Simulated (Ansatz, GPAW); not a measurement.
Given: the input of a run of Ansatz 0.2.0 on As (Arsenolamprite). 

input.yaml

```yaml
crystal:
  lattice:
    - [4.131, 0.0, 0.0]
    - [2.4183895066, 3.3491122995, 0.0]
    - [2.4183895066, 1.2366737439, 3.1124252996]
  atoms:
    - { symbol: As, position: [0.226, 0.226, 0.226] }
    - { symbol: As, position: [0.774, 0.774, 0.774] }
kpoints:
  mp_grid: { grid: [9, 9, 9] }
scf:
  occupations: { method: gaussian, width: 0.02 }
hamiltonian:
  xc: pbesol
  pseudopotentials: { kind: all_electron, lapw: { basis_error: 0.001 } }
output:
  forces: true
  stress: true
  eigenvalues: true
```

Potentials or basis: all-electron LAPW, scalar-relativistic.

Command:

```sh
$ ansatz run input.yaml --threads 1 --pin off --max-ram 3072MiB --backend cpu --events-out ev --progress --plain --runs-dir out
```

Problem. Set up the same calculation for GPAW 26.7.0 (ASE script). Potentials or basis there: PAW data sets generated for this functional, cutoff 600 eV.

Solution. As run (cutoffs and basis follow the program's own potentials, and thresholds, step limits or extra output files can differ):

The input run.py:

```python
from ase.dft.bandgap import bandgap
from ase.io import read, write
from ase.units import GPa
from gpaw import GPAW, PW, setup_paths

setup_paths.insert(0, '.')

atoms = read('As.xyz')

calc = GPAW(mode=PW(600),
            xc='PBEsol',
            kpts={'size': (9, 9, 9), 'gamma': True},
            occupations={'name': 'methfessel-paxton', 'order': 0, 'width': 0.02},
            nbands=13,
            convergence={'density': 1e-05, 'energy': 1e-05},
            maxiter=150,
            txt='gpaw.txt')
atoms.calc = calc
energy = atoms.get_potential_energy()
forces = atoms.get_forces()
stress = atoms.get_stress()
calc.write('gs.gpw')
write('result.traj', atoms)
print(f'Energy: {energy:.6f} eV')
print('Forces (eV/A):')
print(forces.round(4))
print('Stress (GPa):', (stress / GPa).round(3))
print('Fermi level:', round(calc.get_fermi_level(), 4), 'eV')
print(f'Gap: {bandgap(calc)[0]:.4f} eV, direct: {bandgap(calc, direct=True)[0]:.4f} eV')
```

Contents of As.xyz:

```xyz
2
Lattice="4.1310000000 0.0000000000 0.0000000000 2.4183895066 3.3491122995 0.0000000000 2.4183895066 1.2366737439 3.1124252996" Properties=species:S:1:pos:R:3 pbc="T T T"
As     2.0267180570      1.0363876458      0.7034081177
As     6.9410609562      3.5493983976      2.4090171819
```

Potentials or basis: PAW data sets generated in the run's folder for this functional, pw.

Run with:

```sh
$ gpaw-setup -f PBEsol As
$ OMP_NUM_THREADS=1 python run.py
```

Both were run:

|  | Ansatz | GPAW |
| --- | --- | --- |
| Pressure | 0.3 GPa | 0.5 GPa |
| Largest force | 0.370 eV/Å | 0.428 eV/Å |

Where Ansatz's input types no cutoff or centring, it takes its own default and a Γ-centred mesh.

Pressure is positive in compression.
